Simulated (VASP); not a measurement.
The system is SiC.

```
CELL_PARAMETERS angstrom
3.07874 0.00000 0.00000
0.00000 4.35399 0.00000
0.00000 0.00000 3.13612
ATOMIC_POSITIONS crystal
Si 0.00000 0.00000 0.00000
Si 0.50000 0.50000 0.50000
C 0.00000 0.25000 0.50000
C 0.50000 0.75000 0.00000
```

The cell was built by a generator and isn't the measured one.

Base run:

* Program: VASP 6.6.1
* Functional: PBE
* Potentials or basis: VASP PAW PBE potentials, release 64 (Si, C)
* Cutoff: 520 eV
* k mesh: 8 × 6 × 8
* Occupations: gaussian, width 0.02 eV
* Spin: no spin polarisation

Its results: band gap on the k mesh 1.27 eV; pressure -0.1 GPa; largest force 0.139 eV/Å.

Task: The run is repeated on the same cell with these changes: functional from PBE to HSE06; k mesh from 8 × 6 × 8 to 7 × 5 × 7. What comes out?

Result: Band gap on the k mesh 2.15 eV; pressure -5.2 GPa; largest force 0.132 eV/Å.

Several settings changed at once, so the effect can't be laid on one alone.

Caveats: the PAW data sets were made with another functional, which shifts forces and pressure a little (some runs).
